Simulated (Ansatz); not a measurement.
# How much does Ga in Al(100), 2x2 scatter?

Aim: the resistance that Ga in Al(100), 2x2 adds to the host.

Method: Ansatz plane-wave DFT, PBE, PAW files; ballistic transport by layer matching (Landauer), zero bias; PAW set soft_1, in the first sound run; inputs show where later runs differ, in Ansatz 0.2.0.

Report form: the programs' logs are mostly left out.

## 1. Set-up

The cell holds 48 atoms: 47 Al and 1 Ga. Cell: a = 5.725 Å, b = 5.725 Å, c = 24.288 Å, α = 90.0°, β = 90.0°, γ = 90.0°. It derives from Al. Regions: lead, 24 atoms (24 Al); scattering region, 24 atoms (23 Al and 1 Ga). The structure is stacked along c, and the current runs across the ab planes.

## 2. Transmission at ideal sites

The defect sits in one plane of the supercell, all atoms on ideal sites; the layers about the cell's end are the lead. The mesh across the current, 10×10, is finer than the density's, because channels open and close sharply across the zone. Energies from -0.1 to 0.1 eV in steps of 0.05 eV are too few for the program's thermal sum, so it prints no conductance; for a metal the transmission near the Fermi level serves, at a fraction of the cost.

input.yaml

```yaml
crystal:
  lattice:
    - [5.7246940741, 0.0, 0.0]
    - [0.0, 5.7246940741, 0.0]
    - [0.0, 0.0, 24.28782]
  atoms:
    - { symbol: Al, position: [0.0, 0.0, 0.0416666667] }
    - { symbol: Al, position: [0.0, 0.5, 0.0416666667] }
    - { symbol: Al, position: [0.5, 0.0, 0.0416666667] }
    - { symbol: Al, position: [0.5, 0.5, 0.0416666667] }
    - { symbol: Al, position: [0.25, 0.25, 0.125] }
    - { symbol: Al, position: [0.25, 0.75, 0.125] }
    - { symbol: Al, position: [0.75, 0.25, 0.125] }
    - { symbol: Al, position: [0.75, 0.75, 0.125] }
[... 36 atom lines left out ...]
    - { symbol: Al, position: [0.25, 0.25, 0.9583333333] }
    - { symbol: Al, position: [0.25, 0.75, 0.9583333333] }
    - { symbol: Al, position: [0.75, 0.25, 0.9583333333] }
    - { symbol: Al, position: [0.75, 0.75, 0.9583333333] }
kpoints:
  mp_grid: { grid: [4, 4, 1] }
hamiltonian:
  xc: pbe
  pseudopotentials: { kind: paw, azcp: { folder: soft_1 } }
scf:
  occupations: { method: fermi_dirac, width: 0.1 }
output:
  transmission: { leads: [[0, 4]], kmesh: [10, 10], e_range: [-0.1, 0.1], de: 0.05 }
  write_potential: true
  write_density: true
  volumetric_format: npy
  elf: true
```

Launch:

```bash
$ ansatz run input.yaml --threads 4 --pin off --max-ram 15360MiB --backend cpu --events-out ev --progress --plain --runs-dir out
```

Wall time 4 min (4 threads of Arm Neoverse V1, shared host); peak memory 2.5 GiB.

This step gave:

- free energy: -29045.6603 eV
- energy at zero smearing: -29045.2884 eV
- Fermi energy: 7.854 eV
- cell area: 32.77 Å²
- transmission per spin nearest the Fermi level: 6.003
- open channels per spin nearest the Fermi level: 6.13
- step of the lead's potential: 6.8 meV

Per spin. The transmission, zone mean by energy, zero at the Fermi level:

```csv
energy (eV),"transmission, zone mean"
-0.1000,6.05
-0.0500,6.08
0.0000,6.00
0.0500,6.12
0.1000,6.25
```

Per spin. Open channels, zone mean, lead against energy, zero at the Fermi level:

```csv
energy (eV),"open channels, zone mean, lead"
-0.1000,6.21
-0.0500,6.21
0.0000,6.13
0.0500,6.29
0.1000,6.37
```

Transmission over k1 and k2. At 0.0000 eV from the Fermi level.

Ten even steps from '0' (3.66) to '9' (8.87):
```
0004444400
4045444540
8457272754
8442929244
8447292744
8442929244
8457272754
4045444540
0004444400
0048888840
```
Columns: k1 (b1) from -0.5 to 0.4; rows upwards: k2 (b2) from -0.5 to 0.4.

Open channels over k1 and k2. At 0.0000 eV from the Fermi level.

Ten even steps from '_' (4.00) to '@' (9.00):
```
______==========____
==__==**======**==__
%%==**%%::%%::%%**==
%%====::@@::@@::====
%%====%%::@@::%%====
%%====::@@::@@::====
%%==**%%::%%::%%**==
==__==**======**==__
______==========____
____==%%%%%%%%%%==__
```
Columns: k1 (b1) from -0.5 to 0.4; rows upwards: k2 (b2) from -0.5 to 0.4.

Electrostatic potential energy in the ca plane at fractional y = 0.000, with atoms of Al and Ga within 0.2 Å of it. With pseudopotentials it is smooth inside the atoms' cores, unlike the true potential.

Ten even steps from '0' (-8 eV) to '9' (16 eV), each cell a mean:
```
30572157776305721577764499835777640472057776
51000467776520003677765345346777652000367776
65435666666654356666666544566666665434666666
76666776666766667766667666677666676666776666
65434666666654346666666543466666665434666666
51000467776520003677765200036777652000367776
30572157776305721577764047215777640472057776
30893057776307930577763079305777630794057776
40230267776402302677764013025777640130257776
63112566666641125666666411256666664112566666
76556676666765566766667655667666676556676666
76556676666765566766667655667666676556676666
64112566666641125666666423356666664112566666
40130267776401302677764389636777640130157776
20893057776307930577763599935777630794057776
```
Columns run along c (16.0 Å, from fractional 0.17 to 0.83 of the cell; values clipped at the 3rd and 97th percentile), rows up along a (5.7 Å). Atoms in or near the plane, at fractional coordinates: Al at (0.21, 0.00), Al at (0.21, 0.50), Al at (0.38, 0.00), Al at (0.38, 0.50), Ga at (0.54, 0.00), Al at (0.54, 0.50), Al at (0.71, 0.00), Al at (0.71, 0.50).

Valence density in the ca plane at fractional y = 0.000, with atoms of Al and Ga within 0.2 Å of it. It is the smooth field of the valence electrons, not physical close to the nuclei.

Values in e/Å³, 8 rows by 16 columns, each cell a mean:
```
 0  0  0  0  0  0  0  0  2  6  0  0  0  0  0  0
 0  0  0  0  0  0  0  0  0  0  0  0  0  0  0  0
 0  0  0  0  0  0  0  0  0  0  0  0  0  0  0  0
 0  0  0  0  0  0  0  0  0  0  0  0  0  0  0  0
 0  0  0  0  0  0  0  0  0  0  0  0  0  0  0  0
 0  0  0  0  0  0  0  0  0  0  0  0  0  0  0  0
 0  0  0  0  0  0  0  0  0  0  0  0  0  0  0  0
 0  0  0  0  0  0  0  0  3 12  0  0  0  0  0  0
```
Columns run along c (16.0 Å, from fractional 0.17 to 0.83 of the cell), rows up along a (5.7 Å). Atoms in or near the plane, at fractional coordinates: Al at (0.21, 0.00), Al at (0.21, 0.50), Al at (0.38, 0.00), Al at (0.38, 0.50), Ga at (0.54, 0.00), Al at (0.54, 0.50), Al at (0.71, 0.00), Al at (0.71, 0.50).

ELF in the ca plane at fractional y = 0.000, with atoms of Al and Ga within 0.2 Å of it. It is the smooth field of the valence electrons, not physical close to the nuclei.

Ten even steps from '0' (0.03) to '9' (0.63), each cell a mean:
```
84011774336840116743344300134333585011675335
98547986567995479865555432345556799647986567
99999998888999999988877654567788899999998888
99999999999999999999988777778899999999999999
99999988888999999988888988998888899999998888
98547986567985479865679853698666798546986567
84122774346841226743468502177533575121675335
72241674335731515743357316167433573150574335
86214875456862148754568721488644687213885446
99879987778998799877789977898777899879987778
99999999999999999999988888888899999999999999
99999999999999999999887666677899999999999999
99889987778998899877666544456667899879987778
86214875446862148854454310245444687213885446
72250664335731515742244201034323573160574335
```
Columns run along c (16.0 Å, from fractional 0.17 to 0.83 of the cell), rows up along a (5.7 Å). Atoms in or near the plane, at fractional coordinates: Al at (0.21, 0.00), Al at (0.21, 0.50), Al at (0.38, 0.00), Al at (0.38, 0.50), Ga at (0.54, 0.00), Al at (0.54, 0.50), Al at (0.71, 0.00), Al at (0.71, 0.50).

Over the solved energies the transmission per spin lies between 6.00 and 6.25, out of 6.24 channels of the lead on average (up to 6.37).

## 3. Resistance at ideal sites

This step: Ansatz plane-wave DFT, PBE, PAW files; ballistic transport by layer matching (Landauer), zero bias; area resistance of the defect plane and resistivity an atomic per cent; PAW set soft_1 (Ansatz 0.2.0).

Numbers from this step:

* area resistance: 0.01598 fΩ m²
* T over the leads' mean channel count: 0.9771
* resistivity per at.% scaled from this dense plane, with the factor 3/4 for isotropic scattering: 0.2369 µΩ cm

Averaged over the energies near the Fermi level, 97.7 % of the channels pass, which makes 0.0160 fΩ m².

By hand, with T and the leads' channels N averaged over the energies near the Fermi level: RA = A (h/2e²)(1/T − 1/N) = 32.77×10⁻²⁰ m² × 12 906 Ω × (1/6.068 − 1/6.21) = 0.0160 fΩ m². Per atomic per cent: RA × A / V_atom × 0.01 × 3/4 = 0.237 µΩ cm, with the host's V_atom = 16.58 Å³.

## 4. Relaxing the neighbours

The neighbours of the defect are let go while the lead's layers stay on their sites, since a lead must repeat to 0.01 Å.

This step: Ansatz plane-wave DFT, PBE, PAW files; relaxation with the lead's layers held; PAW set soft_1 (Ansatz 0.2.0).

input.yaml: that of step 2 with these lines changed.

```diff
@@ -61,7 +61,6 @@
   occupations: { method: fermi_dirac, width: 0.1 }
-output:
-  transmission: { leads: [[0, 4]], kmesh: [10, 10], e_range: [-0.1, 0.1], de: 0.05 }
-  write_potential: true
-  write_density: true
-  volumetric_format: npy
-  elf: true
+relax:
+  f_tol: 0.03
+  max_steps: 40
+  constraints:
+    - { sites: [0, 1, 2, 3, 4, 5, 6, 7, 8, 9, 10, 11, 36, 37, 38, 39, 40, 41, 42, 43, 44, 45, 46, 47] }
```

Wall time 23 s (4 threads); peak memory 2 GiB; 89 s of CPU time.

Step by step:

```csv
step,energy less that of the first step (eV),largest force component (eV/Å)
1,0.0000,0.0573
2,-0.0048,0.0165
```

The atoms that moved most (Å):

```csv
atom,dx,dy,dz,length
Al24,-0.006,-0.006,-0.022,0.023
Al22,0.006,-0.006,-0.022,0.023
Al23,-0.006,0.006,-0.022,0.023
Al21,0.006,0.006,-0.022,0.023
Al32,-0.006,-0.006,0.017,0.019
Al30,0.006,-0.006,0.017,0.019
Al31,-0.006,0.006,0.017,0.019
Al29,0.006,0.006,0.017,0.019
```

Numbers from this step:

```
free energy             : -29045.6632 eV
energy at zero smearing : -29045.2916 eV
```

The largest force component on a free atom ends at 0.017 eV/Å, under the tolerance of 0.03, after 2 steps.

## 5. Transmission after relaxation, relaxed yes

The transmission is solved again on the relaxed atoms.

This step: Ansatz plane-wave DFT, PBE, PAW files; ballistic transport by layer matching (Landauer), zero bias; PAW set soft_1 (Ansatz 0.2.0).

input.yaml

```yaml
crystal:
  lattice:
    - [5.7246940741, 0.0, 0.0]
    - [0.0, 5.7246940741, 0.0]
    - [0.0, 0.0, 24.28782]
  atoms:
    - { symbol: Al, position: [0.0, 0.0, 0.0416666667] }
    - { symbol: Al, position: [0.0, 0.5, 0.0416666667] }
    - { symbol: Al, position: [0.5, 0.0, 0.0416666667] }
    - { symbol: Al, position: [0.5, 0.5, 0.0416666667] }
    - { symbol: Al, position: [0.25, 0.25, 0.125] }
    - { symbol: Al, position: [0.25, 0.75, 0.125] }
    - { symbol: Al, position: [0.75, 0.25, 0.125] }
    - { symbol: Al, position: [0.75, 0.75, 0.125] }
[... 36 atom lines left out ...]
    - { symbol: Al, position: [0.25, 0.25, 0.9583333333] }
    - { symbol: Al, position: [0.25, 0.75, 0.9583333333] }
    - { symbol: Al, position: [0.75, 0.25, 0.9583333333] }
    - { symbol: Al, position: [0.75, 0.75, 0.9583333333] }
kpoints:
  mp_grid: { grid: [4, 4, 1] }
hamiltonian:
  xc: pbe
  pseudopotentials: { kind: paw, azcp: { folder: soft_1 } }
scf:
  occupations: { method: fermi_dirac, width: 0.1 }
output:
  transmission: { leads: [[0, 4]], kmesh: [8, 8], e_range: [-0.05, 0.05], de: 0.05 }
  write_potential: true
  write_density: true
  volumetric_format: npy
```

It took 3.2 min on 4 threads; peak memory 2 GiB; 10 min of CPU time.

Numbers from this step:

| Quantity | Value |
| --- | --- |
| free energy | -29045.6651 eV |
| energy at zero smearing | -29045.2935 eV |
| transmission per spin nearest the Fermi level | 6.149 |
| open channels per spin nearest the Fermi level | 6.266 |
| step of the lead's potential | 8 meV |

Per spin. Transmission, zone mean against energy, zero at the Fermi level:

```csv
energy (eV),"transmission, zone mean"
-0.0500,5.95
0.0000,6.15
0.0500,6.11
```

Transmission over k1 and k2. At 0.0000 eV from the Fermi level.

Ten even steps from '0' (3.79) to '9' (8.83):
```
03244423
72424242
84289824
84499944
84289824
72424242
03244423
00788870
```
Columns: k1 (b1) from -0.5 to 0.375; rows upwards: k2 (b2) from -0.5 to 0.375.

Over the solved energies the transmission per spin lies between 5.95 and 6.15, out of 6.22 channels of the lead on average (up to 6.27).

## 6. Resistance after relaxation

This step: Ansatz plane-wave DFT, PBE, PAW files; ballistic transport by layer matching (Landauer), zero bias; area resistance of the defect plane and resistivity an atomic per cent; PAW set soft_1 (Ansatz 0.2.0).

Numbers from this step:

```yaml
area_resistance: 0.01706 fΩ m²
t_over_the_leads_mean_channel_count: 0.9755
resistivity_per_at_scaled_from_this_dense_plane_with_the_factor_3_over_4_for_isotropic_scattering: 0.2529 µΩ cm
```

Averaged over the energies near the Fermi level, 97.6 % of the channels pass, which makes 0.0171 fΩ m², against 0.0160 on ideal sites.

## 7. Outcome

```json
{"share of channels that pass, rigid": "0.977", "area resistance, rigid": "0.0160 fΩ m²", "resistivity per at.% from the area resistance, times 3/4, rigid": "0.237 µΩ cm", "share of channels that pass, relaxed": "0.976", "area resistance, relaxed": "0.0171 fΩ m²", "resistivity per at.% from the area resistance, times 3/4, relaxed": "0.253 µΩ cm"}
```

The plane of defects adds 0.017 fΩ m². Scaled to one atomic per cent that is 0.34 µΩ cm as it stands and 0.25 with the factor 3/4 for isotropic scattering on a spherical Fermi surface. These are rough estimates of the dilute value, not bounds. One Ga in each 2x2 cell reflects 2.4 % of the lead's channels. The relaxed cell differs by 6.7 % in resistance; between the two runs the lead's own channel count goes from 6.21 to 6.22, so sampling may have a part in it. The defects form a dense periodic sheet that scatters coherently, unlike a dilute random alloy. T and N are means over the solved energies nearest the Fermi level.

[Logs are printed without paths, hosts, clocks, repeated set-up lines and the standing remarks that a program may print on its own settings, such as how far it seeks lower states.]

[Hosts, paths, dates, database ids (printed as entryN), source tags and the programs' standing remarks are cut or masked in the printed files.]
